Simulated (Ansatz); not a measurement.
Cubic perovskite CsPbI3 (cubic high-temperature phase) was calculated with BLYP (Ansatz, an electronic-structure program, PAW).

Output (set-up and result lines):

```
Crystal: 5 atoms, lattice volume = 283.522 Å³
Basis set: ecut = 520 eV, 7689 PW (Γ), exchange–correlation on 100×100×100 points (8 copies of the dense FFT grid, shifted against one another)
Bands: 45, of which v1, the nominal top of the filled ones, is band 37 counted from 1 (36 counted from 0)
Symmetry: 48 space group operations
Space group: Pm-3m (ITA 221), of the structure as read, at distance tolerance 6.6e-5 Å
k-points: 20 of 216
Functional: x = b88, c = lyp
SCF iter   1: F=—  HF=-40221.678388 eV  |F-HF|=—  |Δ(HF+E_count)|=         —  Δρ=2.49e-3  dr2=1.39e-2
SCF iter   2: F=—  HF=-40221.673775 eV  |F-HF|=—  |Δ(HF+E_count)|=   4.61e-3  Δρ=1.41e-3  dr2=3.42e-3
  ...
SCF iter   7: F=—  HF=-40221.673000 eV  |F-HF|=—  |Δ(HF+E_count)|=   5.31e-8  Δρ=2.06e-6  dr2=1.35e-8
SCF iter   8: F=-40221.673000 eV  HF=-40221.673000 eV  |F-HF|=1.75e-10  |Δ(HF+E_count)|=   3.65e-9  Δρ=3.41e-7  dr2=2.90e-10
SCF 1 converged in 8 iterations: F = -40221.673000 eV  dr2 = 2.90e-10
SCF converged after 8 iterations
Free energy (F): -40221.673000 eV
Internal energy: -40221.673000 eV  (E = F + TS)
E sigma→0 (E₀):  -40221.673000 eV
Fermi energy:    3.792229 eV
--- Forces (eV/Å), atoms counted from 1 ---
  atom   1  Cs    -0.00000000     0.00000000    -0.00000000
  atom   2  Pb     0.00000000     0.00000000     0.00000000
  atom   3  I      0.00000000    -0.00000000     0.00000000
  atom   4  I      0.00000000    -0.00000000     0.00000000
  atom   5  I      0.00000000    -0.00000000    -0.00000000
--- Stress (GPa, compression-positive) ---
        0.000046       0.000000       0.000000
        0.000000       0.000046       0.000000
        0.000000       0.000000       0.000046
  P = ⅓ Tr σ = 0.0000 GPa (0.000 kbar)
```

### Question
Write an input file that could have produced this run (the log leaves some choices open).

### Answer
This is not unique; one that fits is 
Ansatz 0.2 input:
```yaml
crystal:
  lattice:
    - [6.5694462664, 0.0, 0.0]
    - [0.0, 6.5694462664, 0.0]
    - [0.0, 0.0, 6.5694462664]
  atoms:
    - { symbol: Cs, position: [0.0, 0.0, 0.0] }
    - { symbol: Pb, position: [0.5, 0.5, 0.5] }
    - { symbol: I, position: [0.5, 0.0, 0.5] }
    - { symbol: I, position: [0.0, 0.5, 0.5] }
    - { symbol: I, position: [0.5, 0.5, 0.0] }
basis:
  ecutwfc: 520
  ecutrho_ratio: 4
  xc_grid: 2
kpoints:
  mp_grid: { grid: [6, 6, 6] }
  band_path:
    path:
      - [0.0, 0.0, 0.0]
      - [0.0, 0.125, 0.0]
      - [0.0, 0.25, 0.0]
      - [0.0, 0.375, 0.0]
      - [0.0, 0.5, 0.0]
      - [0.125, 0.5, 0.0]
      - [0.25, 0.5, 0.0]
      - [0.375, 0.5, 0.0]
      - [0.5, 0.5, 0.0]
      - [0.416667, 0.416667, 0.0]
      - [0.333333, 0.333333, 0.0]
      - [0.25, 0.25, 0.0]
      - [0.166667, 0.166667, 0.0]
      - [0.083333, 0.083333, 0.0]
      - [0.0625, 0.0625, 0.0625]
      - [0.125, 0.125, 0.125]
      - [0.1875, 0.1875, 0.1875]
      - [0.25, 0.25, 0.25]
      - [0.3125, 0.3125, 0.3125]
      - [0.375, 0.375, 0.375]
      - [0.4375, 0.4375, 0.4375]
      - [0.5, 0.5, 0.5]
      - [0.416667, 0.5, 0.416667]
      - [0.333333, 0.5, 0.333333]
      - [0.25, 0.5, 0.25]
      - [0.166667, 0.5, 0.166667]
      - [0.083333, 0.5, 0.083333]
      - [0.5, 0.5, 0.375]
      - [0.5, 0.5, 0.25]
      - [0.5, 0.5, 0.125]
    npoints: 1
hamiltonian:
  xc: blyp
  dispersion: none
  pseudopotentials: { kind: paw }
scf:
  occupations: { method: fermi_dirac, width: 0.01 }
  convergence: { dr2_threshold: 0.0000000005 }
output:
  forces: true
  stress: true
  eigenvalues: true
  write_bands: true
```

The PAW data were made under PBE.

Note: the cell is over a tenth larger than the published one: the level's own overestimate first of all, though another phase or state, or a fault of the published cell, is possible. Note: held by symmetry at 0 K, a high-temperature phase can be a saddle point.
